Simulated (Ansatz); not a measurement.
# InP: the cost of one run

Computed with Ansatz 0.2.0 (DFT PBEsol, scalar-relativistic, plane waves, PAW, unless a step's input says otherwise).

The COD entry's cell or inner coordinates are ideal or old and differ from later refinements, so a difference from it is no clean test against experiment.

5 further runs of the same task are left out: 1 that didn't finish, 4 set aside as unsound or not needed.

## Step 1: The starting structure

The structure is cubic, space group F-43m (No. 216). Conventional cell: a = 5.878 Å, b = 5.878 Å, c = 5.878 Å, α = 90.00°, β = 90.00°, γ = 90.00°. In (site symmetry -43m) has 4 P at 2.55 Å as nearest neighbours. P (site symmetry -43m) is surrounded by 4 In at 2.55 Å.

Coordinates:

```
CELL_PARAMETERS angstrom
0.00000 2.93909 2.93909
2.93909 0.00000 2.93909
2.93909 2.93909 0.00000
ATOMIC_POSITIONS crystal
In 0.00000 0.00000 0.00000
P 0.75000 0.75000 0.75000
```

It is the result of an earlier relaxation at this level (volume 25.39 Å³/atom; gap on the mesh: 0.57 eV).

## Step 2: The cell under 50 GPa

What is minimised here is the enthalpy; the energy can go up as the cell is squeezed.

input.yaml reads:

```yaml
crystal:
  lattice:
    - [0.0, 2.9390910331, 2.9390910331]
    - [2.9390910331, 0.0, 2.9390910331]
    - [2.9390910331, 2.9390910331, 0.0]
  atoms:
    - { symbol: In, position: [0.0, 0.0, 0.0] }
    - { symbol: P, position: [0.75, 0.75, 0.75] }
basis:
  ecutwfc: 420
kpoints:
  mp_grid: { grid: [10, 10, 10] }
hamiltonian:
  xc: pbesol
scf:
  occupations: { method: fixed }
output:
  forces: true
  stress: true
  eigenvalues: true
relax:
  adjacent_minimum: "off"
  f_tol: 0.001
  max_steps: 60
  cell: { stress_tol: 0.02, p_target: 50.0 }
```

Started as:

```sh
ansatz run input.yaml --threads 1 --pin off --max-ram 3072MiB --backend cpu --events-out ev --progress --plain --runs-dir out
```

**Question.** How long does this run take on 1 thread of Intel Xeon at 2.50GHz (Skylake/Cascade Lake), shared host, and how much memory does it need?

About 74 s, with a peak of 0.38 GiB.
